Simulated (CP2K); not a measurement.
Runs of CP2K 2026.2 on InAs. It takes space group F-43m (No. 216, cubic). Conventional cell: a = 6.036 Å, b = 6.036 Å, c = 6.036 Å, α = 90.00°, β = 90.00°, γ = 90.00°. Around In (site symmetry -43m) lie 4 As at 2.61 Å. Around As (site symmetry -43m) lie 4 In at 2.61 Å. 

```tsv
level	potentials or basis	smearing	EPS_DEFAULT	NGRIDS	points a segment of the path (NPOINTS)	bands added on the path	CUTOFF of the grids	gap on the mesh (eV)	pressure (GPa)
r2SCAN	POTENTIAL_UZH In GTH-SCAN-q13, As GTH-SCAN-q5; TZVP-MOLOPT-SCAN-GTH basis	fermi-dirac 0.0259 eV	1.0E-9	5	6	4	675 Ry	(a)	1.8
LDA	GTH_POTENTIALS In GTH-PADE-q13, As GTH-PADE-q5; TZVP-MOLOPT-PBE-GTH basis	fermi-dirac 0.0259 eV	1.0E-9	4	6	6	450 Ry	none	0.0
PBEsol	POTENTIAL_UZH In GTH-PBE-q13, As GTH-PBE-q5; TZVP-MOLOPT-PBE-GTH basis	fermi-dirac 0.1 eV	1.0E-10	5	10	2	450 Ry	none	2.9
TB-mBJ	POTENTIAL_UZH In GTH-PBE-q13, As GTH-PBE-q5; TZVP-MOLOPT-PBE-GTH basis	fermi-dirac 0.05 eV	1.0E-9	5	10	6	675 Ry	none	-
```

Alike in all rows: task band structure; no spin polarisation; cell as given; k mesh 8 × 8 × 8.

Task: Fill in the values left out.

Result: (a) 0.15.

Caveats: spin-orbit coupling is left out, which moves the levels of the heavy elements; the basis of atomic orbitals isn't converged, which shifts pressures, moduli and gaps; the potentials were made for another functional, which shifts forces and pressure (some runs); this is a model potential without an energy functional, so only levels have meaning (some runs).

A k mesh can miss the band edges, and the runs leave out spin-orbit coupling on As, In.

A gap of «none» marks a metal or a gap under the smearing width.

Runs at the PBE level aren't shown here.
